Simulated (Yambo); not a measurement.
Input of a Yambo 5.3.0 run:

The input optics1.in:

```
optics
chi
Chimod= "HARTREE"
% BndsRnXd
 1 | 68 |
%
NGsBlkXd= 4 Ry
% LongDrXd
 1 | 0 | 0 |
%
% QpntsRXd
 1 | 1 |
%
% EnRngeXd
 0 | 10 | eV
%
% DmRngeXd
 0.1 | 0.1 | eV
%
ETStpsXd= 150
```

File scf.in:

```
&CONTROL
  calculation = 'scf'
  prefix = 'pwscf'
  outdir = './tmp'
  pseudo_dir = './pseudo'
/
&SYSTEM
  ibrav = 0
  A = 3.99776961
  nat = 2
  ntyp = 2
  ecutwfc = 84
  nbnd = 42
  occupations = 'smearing'
  smearing = 'fd'
  degauss = 0.00367493
  noncolin = .true.
  lspinorb = .true.
  force_symmorphic = .true.
/
&ELECTRONS
  conv_thr = 4d-10
  electron_maxstep = 120
  mixing_beta = 0.5
/
ATOMIC_SPECIES
As    74.9216 As.upf
Ga    69.7230 Ga.upf
CELL_PARAMETERS alat
   0.0000000000    0.7071067810    0.7071067810
   0.7071067810    0.0000000000    0.7071067810
   0.7071067810    0.7071067810    0.0000000000
ATOMIC_POSITIONS alat
As     1.0606601715    1.0606601715    1.0606601715
Ga     0.0000000000    0.0000000000    0.0000000000
K_POINTS automatic
8 8 8 0 0 0
```

nscf.in

```
&CONTROL
  calculation = 'nscf'
  prefix = 'pwscf'
  outdir = './tmp'
  pseudo_dir = './pseudo'
/
&SYSTEM
  ibrav = 0
  A = 3.99776961
  nat = 2
  ntyp = 2
  ecutwfc = 84
  nbnd = 68
  occupations = 'fixed'
  noncolin = .true.
  lspinorb = .true.
  force_symmorphic = .true.
/
&ELECTRONS
  conv_thr = 1d-08
  diago_full_acc = .true.
  diago_thr_init = 1d-06
/
ATOMIC_SPECIES
As    74.9216 As.upf
Ga    69.7230 Ga.upf
CELL_PARAMETERS alat
   0.0000000000    0.7071067810    0.7071067810
   0.7071067810    0.0000000000    0.7071067810
   0.7071067810    0.7071067810    0.0000000000
ATOMIC_POSITIONS alat
As     1.0606601715    1.0606601715    1.0606601715
Ga     0.0000000000    0.0000000000    0.0000000000
K_POINTS automatic
8 8 8 0 0 0
```

Potentials or basis: PseudoDojo 0.4 FR PBE standard.

Run with:

```console
$ OMP_NUM_THREADS=1 pw.x -in scf.in > scf.out
$ OMP_NUM_THREADS=1 pw.x -in nscf.in > nscf.out
$ cd tmp/pwscf.save; p2y; mv SAVE ../..; cd ../..
$ OMP_NUM_THREADS=1 yambo
$ OMP_NUM_THREADS=1 yambo -F optics1.in -J optics1 -C optics1_out
```

**Question.** Estimate the electronic dielectric constant along the field.

**Answer.** 33.93.

**Question.** Estimate the electronic dielectric constant along the field, independent particles.

**Answer.** 35.50.

**Question.** What does it give for the band gap on the k mesh, mean-field level?

**Answer.** 0.41 eV, direct.

Dielectric function (along the field direction of the input):
```
energy (eV)  real part  imaginary part
       0.27      40.58           15.19
       0.47       2.98           31.42
       0.74       7.51           10.26
       1.01      10.25            2.82
       1.21      13.54            2.11
       1.48      18.18            2.98
       1.74      19.72           11.42
       2.01      17.19           23.07
       2.21       8.03           19.23
       2.48       6.65            8.65
       2.75       7.89            5.15
       2.95      14.10            9.51
       3.22      11.14           11.01
       3.49      12.52           13.33
       3.76       5.21           15.83
       3.96       8.64           13.53
       4.23       2.21           30.97
       4.50      -6.29           13.50
       4.70      -2.66           10.26
       4.97      -5.20            9.59
       5.23      -2.10            5.22
       5.50       3.19            8.17
       5.70       1.58           15.19
       5.97      -7.82           13.18
       6.24      -7.96            6.82
       6.44      -5.33            3.51
       6.71      -3.55            4.95
       6.98      -5.29            4.51
       7.25      -3.22            3.20
       7.45      -4.02            3.59
       7.72      -3.54            1.97
       7.99      -2.46            1.69
       8.19      -1.60            1.69
       8.46      -1.31            2.19
       8.72      -2.04            2.61
       8.99      -1.39            2.17
       9.19      -1.93            2.41
       9.46      -1.65            1.93
       9.73      -2.31            2.02
      10.00      -1.81            1.57
```

Caveat: the optical matrix elements of this version leave out the spin-flip part of the nonlocal potential, a small error; spectra need much finer meshes, so this one isn't converged; these spectra lack excitons.

**The experiment to reproduce.**

“Evidence of valence band perturbations in GaAsN/GaAs(001): A combined variable-angle spectroscopic ellipsometry and modulated photoreflectance investigation”, 2008, arxiv:0805.2212 reports, for a bulk crystal of GaAs at 300 K: band gap 1.412 ± 0.01 eV (direct).

Measured gap of GaAs: 1.412 eV (direct; 300 K; “Evidence of valence band perturbations in GaAsN/GaAs(001): A combined variable-angle spectroscopic ellipsometry and modulated photoreflectance investigation”, 2008, arxiv:0805.2212). This calculation gives 0.41 eV (-1.00 eV). So large a miss can be the level of theory's own, or it may mean another phase, state or a wrong row. 3 values of this kind are on record (1.412 to 1.51 eV); this one was drawn at random among those near their median, those with a stated uncertainty first. The value is that of PBE on a finite k mesh, which can miss the band edges, without temperature or zero-point motion. Semilocal functionals fall short of measured gaps as a rule.
